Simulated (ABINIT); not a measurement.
Crystal: MoSe2.

```xyz
6
Lattice="3.2880 0.0000 0.0000 -1.6440 2.8475 0.0000 0.0000 0.0000 12.9000" Properties=species:S:1:pos:R:3 pbc="T T T"
Mo    1.6440    0.9492    9.6750
Mo    0.0000    1.8983    3.2250
Se    1.6440    0.9492    4.8375
Se    0.0000    1.8983   11.2875
Se    1.6440    0.9492    1.6125
Se    0.0000    1.8983    8.0625
```

Base run:

- Program: ABINIT 10.8.3 (patched build)
- Functional: PBEsol
- Potentials or basis: JTH PAW PBE v2.0
- Cutoff: 408 eV
- k mesh: 9 × 9 × 2
- Occupations: fermi-dirac, width 0.05 eV
- Spin: no spin polarisation

Its results: band gap on the k mesh 0.88 eV, indirect (least direct gap 1.38 eV); pressure 3.6 GPa; largest force 0.852 eV/Å.

Question: The run is repeated on the same cell with these changes: functional from PBEsol to LDA; potentials or basis from JTH PAW PBE v2.0 to JTH PAW LDA v2.0. What comes out?

Answer: Band gap on the k mesh 0.87 eV, indirect (least direct gap 1.38 eV); pressure 0.8 GPa; largest force 0.614 eV/Å.

Caveats: the cell's inner coordinates are idealised or old, which leaves forces on the atoms; the PAW data sets were made with another functional, which shifts forces and pressure a little (some runs); this functional lacks dispersion, which binds the layers, so the pressure and a relaxed spacing across them are unreliable (some runs); the mesh misses the band edges, which the band path finds closer together (some runs).
